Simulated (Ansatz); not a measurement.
**Pt under changes of volume**

One of the cells (15.080 Å³/atom); the others are scaled copies at fixed shape and fractional positions:

```xyz
1
Lattice="0.0000 1.9609 1.9609 1.9609 0.0000 1.9609 1.9609 1.9609 0.0000" Properties=species:S:1:pos:R:3 pbc="T T T"
Pt    0.0000    0.0000    0.0000
```

| Quantity | Value |
| --- | --- |
| Program | Ansatz 0.2.0 |
| Functional | LDA |
| Potentials or basis | Ansatz PAW |
| Cutoff | 420 eV (not typed: the program's choice for these potentials) |
| k mesh | 12 × 12 × 12 |
| Occupations | fermi-dirac, width 0.05 eV |
| Spin | no spin polarisation |

```tsv
volume (Å³/atom)	energy over the lowest point (meV/atom)	pressure (GPa)
14.175	?	?
14.477	5.61	6.4
14.778	0.00	-0.2
15.080	6.11	-6.0
15.381	22.55	-11.2
15.683	48.06	-15.7
15.985	81.52	-19.6
```

Question: What does the run at 14.175 Å³/atom give?

Answer: Energy over the lowest point 24.48 meV/atom; pressure 14.0 GPa.

Worked out: A Birch-Murnaghan fit of order 3 (a polynomial in V^(-2/3)) to the other rows has its minimum at 14.77 Å³/atom with B0 = V·E''(V) = 307 GPa and B' = 5.4. It gives 24.68 meV/atom at 14.175 Å³/atom, against the run's 24.48, and -dE/dV = 14.0 GPa, against 14.0.

Energies are extrapolated to zero smearing.

Caveats: the PAW data sets come from PBE, with cores solved anew for the run's functional, which leaves a small shift of forces and pressure.
